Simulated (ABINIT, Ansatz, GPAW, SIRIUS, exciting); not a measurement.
## Hf: 5 runs at one level of theory

```
Hf
1.0
    -1.73538    1.78809    1.84034
     1.76840   -1.76106    1.84632
     1.78180    1.80748   -1.81331
Hf
1
Cartesian
  -0.0019 -0.0364 -0.0241
```

This isn't the form of Hf at room conditions, which is hcp.

The given cell was strained at random by a few per cent at fixed volume.

Alike in all runs: task single point; functional PBEsol; k mesh 10 × 10 × 10; occupations fermi-dirac, width 0.05 eV; no spin polarisation; no spin-orbit coupling. Pressure is positive in compression and, in plane waves, holds the error of the finite cutoff.

```csv
program and potentials,plane-wave cutoff (eV),notes,band gap (eV),pressure (GPa),energy over the undisturbed cell (meV/atom)
"GPAW, PAW data sets generated for this functional",600,-,?,?,?
"ABINIT, PseudoDojo NC SR PBEsol v0.4.1 standard",789,-,no gap,-8.64,1.70
"SIRIUS, PseudoDojo 0.4.1 PBEsol standard (scalar relativistic)",807,-,no gap,-8.64,1.72
"exciting, all-electron LAPW+lo, shipped species files, valence relativity iora*",-,-,no gap,-,1.68
"Ansatz, all-electron LAPW, scalar-relativistic",-,-,no gap,-8.92,-
```

Task: Estimate from the other rows what the run with GPAW, PAW data sets generated for this functional gave.

Result: No band gap; pressure -8.59 GPa; energy over the undisturbed cell 1.75 meV/atom. The other rows, which needn't bracket it: pressure -8.92 to -8.64; energy over the undisturbed cell 1.68 to 1.72.
